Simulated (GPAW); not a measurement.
## Pb in GPAW: convergence with smearing width (eV)

Input of the first run (smearing width (eV) 0.4); the others differ in this setting and in those tied to it:

Contents of run.py:

```python
import json
import numpy as np
import spglib
from ase.constraints import FixSymmetry
from ase.filters import FrechetCellFilter
from ase.io import read, write
from ase.optimize import BFGS
from ase.stress import full_3x3_to_voigt_6_stress, voigt_6_to_full_3x3_strain, voigt_6_to_full_3x3_stress
from ase.units import GPa
from gpaw import GPAW, PW, setup_paths

setup_paths.insert(0, '.')

atoms = read('Pb.xyz')

calc = GPAW(mode=PW(450),
            xc='GGA_X_SOGGA+GGA_C_PBE_SOL',
            kpts={'size': (6, 6, 4), 'gamma': True},
            occupations={'name': 'fermi-dirac', 'width': 0.4},
            nbands=24,
            convergence={'density': 1e-06, 'eigenstates': 1e-09},
            maxiter=150,
            txt='gpaw.txt')
atoms.calc = calc
atoms.set_constraint(FixSymmetry(atoms))
BFGS(FrechetCellFilter(atoms), trajectory='relax.traj', logfile='-').run(fmax=0.005, steps=40)
atoms.set_constraint()
energy = atoms.get_potential_energy()
forces = atoms.get_forces()
stress = atoms.get_stress()
calc.write('gs.gpw')
write('result.traj', atoms)
print('Cell:', atoms.cell.cellpar().round(4))
print(atoms.get_scaled_positions().round(5))

gpts = tuple(int(n) for n in calc.get_number_of_grid_points())
cell = atoms.cell[:].T
dataset = spglib.get_symmetry((atoms.cell[:], atoms.get_scaled_positions(), atoms.numbers), symprec=1e-4)
rotations = [cell @ w @ np.linalg.inv(cell) for w in dataset['rotations']]
strains, clamped, relaxed = [], [], []
for v in [0, 2, 3]:
    for e in (-0.005, 0.005):
        voigt = np.zeros(6)
        voigt[v] = e
        F = voigt_6_to_full_3x3_strain(voigt)
        a = atoms.copy()
        a.set_cell(atoms.cell[:] @ F, scale_atoms=True)
        c = GPAW(mode=PW(450),
                 xc='GGA_X_SOGGA+GGA_C_PBE_SOL',
                 kpts={'size': (6, 6, 4), 'gamma': True},
                 occupations={'name': 'fermi-dirac', 'width': 0.4},
                 nbands=24,
                 convergence={'density': 1e-06, 'eigenstates': 1e-09},
                 maxiter=150,
                 gpts=gpts,
                 txt=f'strain-{v}{e:+.3f}.txt')
        a.calc = c
        s0 = s1 = a.get_stress() - stress
        BFGS(a, logfile=None).run(fmax=0.003, steps=25)
        s1 = a.get_stress() - stress
        print(v, e, 'clamped', (s0 / GPa).round(3), 'relaxed', (s1 / GPa).round(3), flush=True)
        for R in rotations:  # images under the point group
            eps = R @ (F - np.eye(3)) @ R.T
            strains.append(full_3x3_to_voigt_6_stress(eps) * [1, 1, 1, 2, 2, 2])
            for s, rows in ((s0, clamped), (s1, relaxed)):
                rows.append(full_3x3_to_voigt_6_stress(R @ voigt_6_to_full_3x3_stress(s) @ R.T))

C0, C = (np.linalg.lstsq(np.array(strains), np.array(s), rcond=None)[0].T / GPa for s in (clamped, relaxed))
print('Clamped-ion Cij (GPa):')
print(C0.round(1))
print('Relaxed-ion Cij (GPa):')
print(C.round(1))
json.dump({'clamped': C0.tolist(), 'relaxed': C.tolist()}, open('elastic.json', 'w'))
```

Pb.xyz

```xyz
2
Lattice="3.4800000000 0.0000000000 0.0000000000 -1.7400000000 3.0137684052 0.0000000000 0.0000000000 0.0000000000 5.5900000000" Properties=species:S:1:pos:R:3 pbc="T T T"
Pb     1.7400000002      1.0045894683      4.1925000000
Pb    -0.0000000002      2.0091789369      1.3975000000
```

Potentials or basis: PAW data sets generated in the run's folder for this functional, pw.

Command:

```bash
$ gpaw-setup -f GGA_X_SOGGA+GGA_C_PBE_SOL Pb
$ OMP_NUM_THREADS=1 python run.py
```

This isn't the form of Pb at room conditions, which is fcc.

Hardware: 1 thread of Arm Neoverse V2, with other jobs on the host.

```csv
smearing width (eV),"energy less the tightest run, at zero smearing (meV/atom)",SCF cycles,CPU time (s),peak memory (GiB)
0.4,-4.01,11,220,0.31
0.25,3.25,11,230,0.3
0.15,6.45,11,210,0.29
0.1,0.77,11,250,0.32
0.05,-0.20,11,250,0.32
0.02,0.00,11,240,0.33
```

Against the tightest run, the energy stays within 1 meV/atom from 0.1 on. Narrower smearing needs a denser k mesh, so at a fixed mesh the narrowest width isn't the most accurate. The tightest run that finished is the yardstick and may itself not be fully converged.

Caveat, for the tightest run too: the cutoff is short for stress and forces, so pressures can be off by a GPa or more; the density grid can change from cell to cell, which puts small steps into energies and stress. Spin-orbit coupling is left out, which matters for the levels of Pb.
